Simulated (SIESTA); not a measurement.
Co: band structure with PBEsol

Co:

```
Co
1.0
     2.47056    0.00000    0.00000
    -1.23528    2.13957    0.00000
     0.00000    0.00000    8.25000
Co
4
Direct
  0.66667 0.33333 0.75000
  0.00000 0.00000 0.50000
  0.33333 0.66667 0.25000
  0.00000 0.00000 0.00000
```

The cell isn't the ideal one: cell strained along z.

| Property | Result |
| --- | --- |
| Program | SIESTA 5.4.2 |
| Task | band structure |
| Functional | PBEsol |
| Potentials or basis | PseudoDojo 0.4 standard (PBEsol files) |
| Basis | DZP (energy shift 0.003 Ry; two zetas on semicore shells) |
| Grid cutoff | 800 Ry |
| Energy shift | 0.003 Ry |
| k mesh | 12 × 12 × 4 |
| Occupations | fermi-dirac, width 0.05 eV |
| Spin | collinear spin, ferromagnetic start |
| Starting moments | [2.0, 2.0, 2.0, 2.0] μB |

```
Pressure               : -9.7 GPa
Band gap on the k mesh : none (metal or under the smearing width)
Net moment             : 6.66 μB per cell
Site moments           : Co +1.68, +1.65 μB
```

Stress tensor (GPa, compression positive):
```
 -6.52   0.00   0.00
  0.00  -6.52   0.00
  0.00   0.00 -16.15
```

Levels at the corners of the path, in eV from the Fermi level:
Spin up:
| point | band 35 | band 36 | band 37 | band 38 | band 39 | band 40 | band 41 | band 42 |
| --- | --- | --- | --- | --- | --- | --- | --- | --- |
| Γ | -1.48 | -1.21 | -1.21 | -0.84 | -0.84 | -0.69 | 5.93 | 16.33 |
| M | -0.55 | -0.53 | 0.15 | 1.22 | 2.39 | 3.01 | 7.28 | 7.30 |
| K | -0.93 | -0.84 | 4.92 | 4.92 | 5.45 | 5.70 | 6.43 | 6.43 |
| Γ | -1.48 | -1.21 | -1.21 | -0.84 | -0.84 | -0.69 | 5.93 | 16.33 |
| A | -1.64 | -1.64 | -1.00 | -1.00 | -1.00 | -1.00 | 9.21 | 9.21 |
| L | -0.54 | -0.54 | 1.15 | 1.15 | 2.68 | 2.68 | 7.61 | 7.61 |
| H | -0.81 | -0.81 | 4.94 | 4.94 | 5.58 | 5.58 | 6.16 | 6.16 |
| A | -1.64 | -1.64 | -1.00 | -1.00 | -1.00 | -1.00 | 9.21 | 9.21 |
| L | -0.54 | -0.54 | 1.15 | 1.15 | 2.68 | 2.68 | 7.61 | 7.61 |
| M | -0.55 | -0.53 | 0.15 | 1.22 | 2.39 | 3.01 | 7.28 | 7.30 |
| K | -0.93 | -0.84 | 4.92 | 4.92 | 5.45 | 5.70 | 6.43 | 6.43 |
| H | -0.81 | -0.81 | 4.94 | 4.94 | 5.58 | 5.58 | 6.16 | 6.16 |
Spin down:
| point | band 27 | band 28 | band 29 | band 30 | band 31 | band 32 | band 33 | band 34 |
| --- | --- | --- | --- | --- | --- | --- | --- | --- |
| Γ | -1.06 | -0.82 | -0.82 | -0.77 | -0.77 | -0.70 | 0.11 | 0.11 |
| M | -0.87 | -0.03 | -0.01 | 0.43 | 1.20 | 1.22 | 1.27 | 1.32 |
| K | -1.72 | -1.42 | -0.33 | -0.33 | 0.39 | 0.39 | 0.81 | 0.89 |
| Γ | -1.06 | -0.82 | -0.82 | -0.77 | -0.77 | -0.70 | 0.11 | 0.11 |
| A | -1.00 | -1.00 | -0.88 | -0.88 | -0.88 | -0.88 | 0.28 | 0.28 |
| L | -0.75 | -0.75 | -0.26 | -0.26 | 0.83 | 0.83 | 1.28 | 1.28 |
| H | -1.60 | -1.60 | -0.32 | -0.32 | 0.21 | 0.21 | 0.94 | 0.94 |
| A | -1.00 | -1.00 | -0.88 | -0.88 | -0.88 | -0.88 | 0.28 | 0.28 |
| L | -0.75 | -0.75 | -0.26 | -0.26 | 0.83 | 0.83 | 1.28 | 1.28 |
| M | -0.87 | -0.03 | -0.01 | 0.43 | 1.20 | 1.22 | 1.27 | 1.32 |
| K | -1.72 | -1.42 | -0.33 | -0.33 | 0.39 | 0.39 | 0.81 | 0.89 |
| H | -1.60 | -1.60 | -0.32 | -0.32 | 0.21 | 0.21 | 0.94 | 0.94 |

Run time: 4 min on 1 thread of Arm Neoverse V1 (shared host), peak memory 0.36 GiB.

Caveat: short orbitals over semicore shells can move pressures by several GPa; the basis of atomic orbitals isn't converged, which shifts pressures, moduli and gaps.
